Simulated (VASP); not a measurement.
A run of VASP 6.6.1:

The input POSCAR:

```
Mg
1.0
    3.2093000000      0.0000000000      0.0000000000
   -1.6046500000      2.7793353284      0.0000000000
    0.0000000000      0.0000000000      5.2103000000
Mg
2
Direct
    0.6666666667      0.3333333333      0.7500000000
    0.3333333333      0.6666666667      0.2500000000
```

INCAR.step1

```
PREC = Accurate
ENCUT = 600
EDIFF = 1E-6
ISMEAR = -1
SIGMA = 0.05
LREAL = F
LASPH = T
NELM = 60
ALGO = Normal
ISIF = 2
LWAVE = F
LCHARG = T
GGA = PE
```

KPOINTS.step1

```
Automatic mesh
0
Gamma
  10 10 5
```

INCAR.step2

```
PREC = Accurate
ENCUT = 600
EDIFF = 1E-6
ISMEAR = 0
SIGMA = 0.05
LREAL = F
LASPH = T
NELM = 60
ALGO = Normal
ISIF = 2
LWAVE = F
LCHARG = F
GGA = PE
ICHARG = 11
```

KPOINTS.step2

```
path GMKGALHA,LM,KH
20
line-mode
reciprocal
 0.0000000000  0.0000000000  0.0000000000  G
 0.5000000000  0.0000000000  0.0000000000  M

 0.5000000000  0.0000000000  0.0000000000  M
 0.3333333333  0.3333333333  0.0000000000  K

 0.3333333333  0.3333333333  0.0000000000  K
 0.0000000000  0.0000000000  0.0000000000  G

 0.0000000000  0.0000000000  0.0000000000  G
 0.0000000000  0.0000000000  0.5000000000  A

 0.0000000000  0.0000000000  0.5000000000  A
 0.5000000000  0.0000000000  0.5000000000  L

 0.5000000000  0.0000000000  0.5000000000  L
 0.3333333333  0.3333333333  0.5000000000  H

 0.3333333333  0.3333333333  0.5000000000  H
 0.0000000000  0.0000000000  0.5000000000  A

 0.5000000000  0.0000000000  0.5000000000  L
 0.5000000000  0.0000000000  0.0000000000  M

 0.3333333333  0.3333333333  0.0000000000  K
 0.3333333333  0.3333333333  0.5000000000  H
```

Potentials or basis: VASP PAW PBE potentials, release 64 (Mg_GW).

The run is started by

```sh
$ cat potpaw_PBE.64/Mg_GW/POTCAR > POTCAR
$ cp INCAR.step1 INCAR
$ cp KPOINTS.step1 KPOINTS
$ mpirun -np 1 vasp_std > vasp.out
$ cp INCAR.step2 INCAR
$ cp KPOINTS.step2 KPOINTS
$ mpirun -np 1 vasp_std > vasp.out
```

Hardware: 1 thread of Intel(R) Xeon(R) Platinum 8488C (Sapphire Rapids) (shared host).

Q: How long does it take, and how much memory?

A: Wall time 22 s on 1 thread of Intel(R) Xeon(R) Platinum 8488C (Sapphire Rapids), on a shared host, peak memory 0.21 GiB. Counts: scf iterations 6, k points 180.
